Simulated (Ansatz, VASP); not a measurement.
## AlN in VASP and in Ansatz

INCAR

```
SYSTEM = AlN
PREC = Accurate ; ENCUT = 520
EDIFF = 1E-6 ; ISMEAR = 0
SIGMA = 0.01 ; LREAL = .False.
LASPH = .True. ; NELM = 60
ALGO = Normal ; ISIF = 2
LWAVE = .False. ; LCHARG = .False.
GGA = PS ; NBANDS = 11
```

Contents of KPOINTS:

```
regular mesh
0
Gamma
  10 10 10
  0 0 0
```

POSCAR

```
AlN
1.0
    2.1886794804      2.1886794804      0.0000000000
   -2.1886794804      2.1886794804      0.0000000000
    0.0000000000      2.1886794804      2.1886794804
Al N
1 1
Direct
    0.0000000000      0.0000000000      0.0000000000
    0.2500000000      0.7500000000      0.5000000000
```

Input for Ansatz:

```yaml
crystal:
  lattice:
    - [2.18867948045, 2.18867948045, 0.0]
    - [-2.18867948045, 2.18867948045, 0.0]
    - [0.0, 2.18867948045, 2.18867948045]
  atoms:
    - { symbol: Al, position: [0.0, 0.0, 0.0] }
    - { symbol: "N", position: [0.25, 0.75, 0.5] }
kpoints:
  mp_grid: { grid: [10, 10, 10] }
scf:
  occupations: { method: fixed }
  convergence: { dr2_threshold: 1.0e-10 }
hamiltonian:
  xc: pbesol
  pseudopotentials: { kind: all_electron, lapw: { basis_error: 0.0005 } }
output:
  forces: true
  stress: true
  eigenstates:
    kpoints:
      - [0.0, 0.0, 0.0]
      - [-0.5, 0.5, 0.0]
      - [-0.5, -0.5, -0.5]
      - [0.0, 0.0, -0.5]
      - [0.0, -0.5, -0.5]
      - [0.0, 0.5, 0.0]
      - [-0.5, 0.0, 0.0]
      - [-0.5, 0.0, -0.5]
  eigenvalues: true
```

Change from the starting cell: unstrained.

Alike in both runs: task single point; functional PBEsol; k mesh 10 × 10 × 10; no spin polarisation.

```csv
,VASP,Ansatz
version,VASP 6.6.1,Ansatz 0.2.0
potentials or method,"VASP PAW PBE potentials, release 64 (Al, N)","all-electron LAPW, scalar-relativistic"
plane-wave cutoff (eV),520,see its input
occupations,"gaussian, width 0.01 eV",fixed
```

Ansatz gave:

- gap on the k mesh at the Fermi level (eV): 3.19
- pressure (GPa): -0.1

Task: Estimate VASP's values.

Result: gap on the k mesh at the Fermi level (eV): 3.18; pressure (GPa): 0.0.

Ansatz ran all-electron here, so the differences hold the error of VASP's frozen core and of both bases.

Caveats: the PAW data sets were made with another functional, which shifts forces and pressure a little (VASP). A k mesh can miss the band edges.
